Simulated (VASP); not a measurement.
VASP 6.6.1 run: ZnSe

INCAR

```
SIGMA = 0.02
LREAL = .FALSE.
LWAVE = .FALSE.
NBANDS = 16
EDIFF = 0.001
ISIF = 2
LASPH = .TRUE.
ENCUT = 600
NELM = 53
GGA = PE
IBRION = -1
ISMEAR = -1
NSW = 0
LCHARG = .FALSE.
PREC = Accurate
```

KPOINTS

```
KPOINTS created by Atomic Simulation Environment
0
Gamma
8 8 8
0 0 0
```

POSCAR

```
Zn Se
 1.0000000000000000
     0.0000000000000000    2.8324206844000002    2.9457175117999999
     2.8324206844000002    0.0000000000000000    2.9457175117999999
     2.8324206844000002    2.8324206844000002    0.0000000000000000
 Zn  Se
   1   1
Cartesian
  0.0000000000000000  0.0000000000000000  0.0000000000000000
  1.4162103422000001  1.4162103422000001  1.4728587558999999
```

The recommended PBE PAW datasets give the neutral cell 18 valence electrons.

Command

```
mpirun -np 1 vasp_std
```

OSZICAR

```
N       E                     dE             d eps       ncg     rms          rms(c)
DAV:   1     0.933920284513E+02    0.93392E+02   -0.94374E+03  1888   0.141E+03
DAV:   2    -0.966792151032E-01   -0.93489E+02   -0.87512E+02  2104   0.271E+02
DAV:   3    -0.626490717180E+01   -0.61682E+01   -0.61418E+01  2328   0.653E+01
DAV:   4    -0.631790607157E+01   -0.52999E-01   -0.52993E-01  2288   0.648E+00
DAV:   5    -0.631815240224E+01   -0.24633E-03   -0.24633E-03  2352   0.402E-01    0.443E+00
DAV:   6    -0.604501379215E+01    0.27314E+00   -0.53672E-01  2792   0.232E+01    0.341E+00
DAV:   7    -0.602668415343E+01    0.18330E-01   -0.14815E-01  2168   0.342E+00    0.146E+00
DAV:   8    -0.602651318500E+01    0.17097E-03   -0.42400E-03  2304   0.617E-01
   1 F= -.60265132E+01 E0= -.60265132E+01  d E =-.121055E-10
```

Standard output (part)

```
POSCAR found type information on POSCAR ZnSe
 POSCAR found :  2 types and       2 ions
 LDA part: xc-table for (Slater+PW92), standard interpolation
 POSCAR, INCAR and KPOINTS ok, starting setup
 WAVECAR not read
 entering main loop
```

From OUTCAR

```
k-points           NKPTS =     59   k-points in BZ     NKDIM =     59   number of bands    NBANDS=     16

   NELECT =      18.0000    total number of electrons

   dimension x,y,z NGX =    36 NGY =   36 NGZ =   32
   dimension x,y,z NGXF=    72 NGYF=   72 NGZF=   64

  energy-cutoff  :      600.00
  volume of cell :       47.26
      direct lattice vectors                 reciprocal lattice vectors
     0.000000000  2.832420684  2.945717512    -0.176527450  0.176527450  0.169737932
     2.832420684  0.000000000  2.945717512     0.176527450 -0.176527450  0.169737932
     2.832420684  2.832420684  0.000000000     0.176527450  0.176527450 -0.169737932

 k-points in reciprocal lattice and weights: KPOINTS created by Atomic Simulation Env
   0.00000000  0.00000000  0.00000000       0.002
   0.12500000  0.00000000  0.00000000       0.016
   0.25000000  0.00000000  0.00000000       0.016
   0.37500000  0.00000000  0.00000000       0.016
   0.50000000  0.00000000  0.00000000       0.008
   0.12500000  0.12500000  0.00000000       0.004
   0.25000000  0.12500000  0.00000000       0.016
   0.37500000  0.12500000  0.00000000       0.016
   ...

 E-fermi :   1.7356

 k-point     1 :       0.0000    0.0000    0.0000
  band No.  band energies     occupation
      1     -11.7226      2.00000
      2      -5.1246      2.00000
      3      -5.1080      2.00000
      4      -5.1080      2.00000
      5      -4.7809      2.00000
      6      -4.7747      2.00000
      7       1.1973      2.00000
      8       1.3477      2.00000
      9       1.3477      2.00000
     10       2.4108      0.00000
     11       7.1002      0.00000
     12       7.1002      0.00000
     13       7.1183      0.00000
     14      11.0304      0.00000
     15      12.3010      0.00000
     16      13.0278      0.00000

 k-point     2 :       0.1250    0.0000    0.0000
  band No.  band energies     occupation
      1     -11.6287      2.00000
      2      -5.1128      2.00000
      3      -5.0973      2.00000
      4      -5.0931      2.00000
      5      -4.7812      2.00000
      6      -4.7767      2.00000
      7      -0.0064      2.00000
      8       1.0969      2.00000
      9       1.2171      2.00000
     10       3.4154      0.00000
     11       6.9880      0.00000
     12       7.3513      0.00000
     13       7.3651      0.00000
     14      11.5856      0.00000
     15      11.9520      0.00000
     16      12.1720      0.00000

 k-point     3 :       0.2500    0.0000    0.0000
  band No.  band energies     occupation
      1     -11.3858      2.00000
      2      -5.0773      2.00000
      3      -5.0598      2.00000
      4      -5.0456      2.00000
      5      -4.7778      2.00000
      6      -4.7769      2.00000
      7      -1.6614      2.00000
      8       0.7681      2.00000
      9       0.9365      2.00000
     10       3.9244      0.00000
     11       7.5218      0.00000
     12       7.7746      0.00000
     13       7.8585      0.00000
     14      11.4884      0.00000
     15      11.7836      0.00000
     16      12.0287      0.00000

 ...

  Total        0.1905013      0.1905013     -0.2446879      0.0000000      0.0000000      0.0000000
  in kB        6.4576106      6.4576106     -8.2944295      0.0000000      0.0000000      0.0000000
  external PRESSURE =       1.5402639 kB  Pullay stress =       0.0000000 kB

 POSITION                                       TOTAL-FORCE (eV/Angst)
 -----------------------------------------------------------------------------------
      0.00000      0.00000      0.00000         0.000000      0.000000     -0.000000
      1.41621      1.41621      1.47286        -0.000000     -0.000000      0.000000
 -----------------------------------------------------------------------------------
    total drift:                                0.000002      0.000002     -0.000005

  FREE ENERGIE OF THE ION-ELECTRON SYSTEM (eV)
  ---------------------------------------------------
  free  energy   TOTEN  =        -6.0265131850 eV

  energy  without entropy=       -6.0265131850  energy(sigma->0) =       -6.02651318
```

It converged. Results: gap between bands v and c on the k mesh 1.06 eV; least direct gap on the k mesh 1.06 eV; pressure 0.2 GPa. Band v is the last that the valence electrons fill when counted band by band, and c is the next.

For comparison, a separate PBE run of the intended cell, on usual settings and not on those above, gives a gap of 1.08 eV on its mesh and a pressure of 0.0 GPa.

The run above took about 31 s on one core of a shared host (Intel Xeon Platinum 8488C) and held 0.22 GiB at most.
